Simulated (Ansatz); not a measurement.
Ansatz input file:

```yaml
crystal:
  lattice:
    - [0.0, 2.7544736754, 2.7544736754]
    - [2.7544736754, 0.0, 2.7544736754]
    - [2.7544736754, 2.7544736754, 0.0]
  atoms:
    - { symbol: Mg, position: [0.0, 0.0, 0.0] }
    - { symbol: Se, position: [0.5, 0.5, 0.5] }
basis:
  ecutwfc: 420
kpoints:
  mp_grid: { grid: [8, 8, 8] }
  band_path:
    path:
      - [[0.0, 0.0, 0.0], [0.5, 0.0, 0.5], [0.625, 0.25, 0.625]]
      - [[0.375, 0.375, 0.75], [0.0, 0.0, 0.0], [0.5, 0.5, 0.5], [0.5, 0.25, 0.75], [0.5, 0.0, 0.5]]
    npoints: 10
hamiltonian:
  xc: pbe
scf:
  occupations: { method: gaussian, width: 0.02 }
output:
  forces: true
  stress: true
  eigenvalues: true
  populations: true
  dos: { projected: true, de: 0.02 }
  bader: false
  write_density: true
  write_potential: true
  elf: true
  volumetric_format: npy
magnetization:
  noncollinear: true
  spin_orbit: true
```

Launched with
```bash
ansatz run input.yaml --threads 1 --pin off --max-ram 2560MiB --backend cpu --events-out ev --progress --plain --runs-dir out
```

All numbers below come from DFT PBE, spin-orbit coupling, plane waves, PAW in Ansatz.

Abridged output (final results; tables in files aren't shown):

```
SCF 1 converged in 7 iterations: F = -7395.567009 eV  dr2 = 1.07e-9
SCF converged after 7 iterations
Magnetization: |M| = 0.0000 μB, M = (+0.0000, +0.0000, +0.0000) μB
Absolute magnetization: 0.0000 μB (∫|m|)
  site 0: m = (+0.0000, +0.0000, +0.0000) μB, |m| = 0.0000 μB  (R = 1.14 Å)
  site 1: m = (+0.0000, +0.0000, +0.0000) μB, |m| = 0.0000 μB  (R = 1.14 Å)
Free energy (F): -7395.567009 eV
Harris-Foulkes:  -7395.567009 eV  (|F-HF|=1.72e-9)
Internal energy: -7395.567009 eV  (E = F + TS)
E sigma→0 (E₀):  -7395.567009 eV
Fermi energy:    8.314781 eV
--- Per-component energies (eV) ---
  E_band       = -710.368970
  E_kinetic    = 196.380195
  E_local      = -3867.503340  (includes V_loc(G=0)·N_el)
  E_nonlocal   = -501.206451
  E_hartree    = 1704.245200
  E_xc         = -134.488565
  E_vxc        = -137.335295  (∫ρ·V_xc dr)
  E_paw        = -2204.057508  (= ΣΔE_a)
  E_vpaw       = 190.806183  (= ΣTr[D̂ρ^β])
  E_aug_tail   = -0.000582  (compensation charges beyond the density's cutoff)
  E_ewald      = -2588.935959
  E_smearing   =  0.000000  (= −TS)
--- Forces (eV/Å), atoms counted from 1 ---
  atom   1  Mg     0.00000000     0.00000000     0.00000000
  atom   2  Se     0.00000000     0.00000000     0.00000000
--- Stress (GPa, compression-positive) ---
       -0.008669       0.000000       0.000000
        0.000000      -0.008669       0.000000
        0.000000       0.000000      -0.008669
  P = ⅓ Tr σ = -0.0087 GPa (-0.087 kbar)
--- Band table (eV; the first three rows and the last of 29) ---
  k-point 0: bands = ["-68.0355", "-68.0355", "-39.3290", "-39.3290", "-39.3290", "-39.3290", "-38.4369", "-38.4369", "-38.4369", "-38.4369", "-38.4334", "-38.4334", "-34.9809", "-34.9809", "-34.6924", "-34.6924", "-34.6924", "-34.6924", "-5.4097", "-5.4097", "7.0783", "7.0783", "7.4976", "7.4976", "7.4976", "7.4976", "9.7611", "9.7611", "14.7903", "14.7903", "14.7903", "14.7903", "14.8011", "14.8011"]
  k-point 1: bands = ["-68.0355", "-68.0355", "-39.3290", "-39.3290", "-39.3290", "-39.3290", "-38.4369", "-38.4369", "-38.4368", "-38.4368", "-38.4334", "-38.4334", "-34.9810", "-34.9810", "-34.6927", "-34.6927", "-34.6924", "-34.6924", "-5.2837", "-5.2837", "6.1371", "6.1371", "7.1504", "7.1504", "7.4010", "7.4010", "10.7377", "10.7377", "14.4554", "14.4554", "15.0004", "15.0004", "15.0026", "15.0026"]
  k-point 2: bands = ["-68.0355", "-68.0355", "-39.3290", "-39.3290", "-39.3289", "-39.3289", "-38.4370", "-38.4370", "-38.4368", "-38.4368", "-38.4333", "-38.4333", "-34.9814", "-34.9814", "-34.6934", "-34.6934", "-34.6924", "-34.6924", "-4.9477", "-4.9477", "4.4253", "4.4253", "6.9307", "6.9307", "7.1916", "7.1916", "11.3847", "11.3847", "14.4003", "14.4003", "14.4072", "14.4072", "14.9717", "14.9717"]
  k-point 28: bands = ["-68.0354", "-68.0354", "-39.3288", "-39.3288", "-39.3287", "-39.3287", "-38.4368", "-38.4368", "-38.4367", "-38.4367", "-38.4330", "-38.4330", "-34.9824", "-34.9824", "-34.6943", "-34.6943", "-34.6937", "-34.6937", "-4.0320", "-4.0320", "4.0956", "4.0956", "4.2631", "4.2631", "4.9191", "4.9191", "11.7900", "11.7900", "14.2467", "14.2467", "14.8455", "14.8455", "14.9318", "14.9318"]
--- Löwdin populations: 2 sites ---
  site symbol q [e]
     0     Mg      8.5730
     1     Se     17.2768
  spilling = 0.005775 (of n_electrons = 26.000000)
```

Self-consistency was reached.

It took 18 s on 1 thread of Arm Neoverse V2 (shared host), peak memory 0.41 GiB.